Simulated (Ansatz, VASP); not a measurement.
# One calculation of TiO2, two programs

```
CELL_PARAMETERS angstrom
4.42670 0.00000 0.00000
0.00000 4.42670 0.00000
0.00000 0.00000 2.96386
ATOMIC_POSITIONS crystal
Ti 0.00000 0.00000 0.00000
Ti 0.50000 0.50000 0.50000
O 0.30510 0.30510 0.00000
O 0.19490 0.80510 0.50000
O 0.69490 0.69490 0.00000
O 0.80510 0.19490 0.50000
```

Alike in both runs: task single point; functional PBE; k mesh 6 × 6 × 10; occupations gaussian, width 0.05 eV; no spin polarisation.

```csv
,VASP,Ansatz
version,VASP 6.6.1,Ansatz 0.2.0
potentials or method,"VASP PAW PBE potentials, release 64 (Ti_sv, O)","scalar-relativistic, plane waves, PAW"
plane-wave cutoff (eV),520,520
valence electrons in the cell,48,48
```

|  | VASP | Ansatz | Ansatz less VASP |
| --- | --- | --- | --- |
| gap on the k mesh at the Fermi level (eV) | 2.00 | 2.04 | +0.039 |
| least direct gap on the mesh (eV) | 2.00 | 2.04 | +0.039 |
| pressure (GPa) | 25.1 | 24.3 | -0.80 |
| largest component of the traceless stress (GPa) | 4.74 | 4.94 | +0.192 |
| rms of the force components (eV/Å) | 0.166 | 0.159 | -0.0068 |

Atom by atom the forces differ by 0.007 eV/Å (rms over components). The functional is the same, so the differences come from potentials, cutoffs and numerics.

Caveats: so large a pressure means that the cell lies far from this level's equilibrium, or that cutoff or potentials fall short (VASP). A k mesh can miss the band edges. Expect the measured gap to be larger: semilocal functionals such as PBE lack the derivative discontinuity.
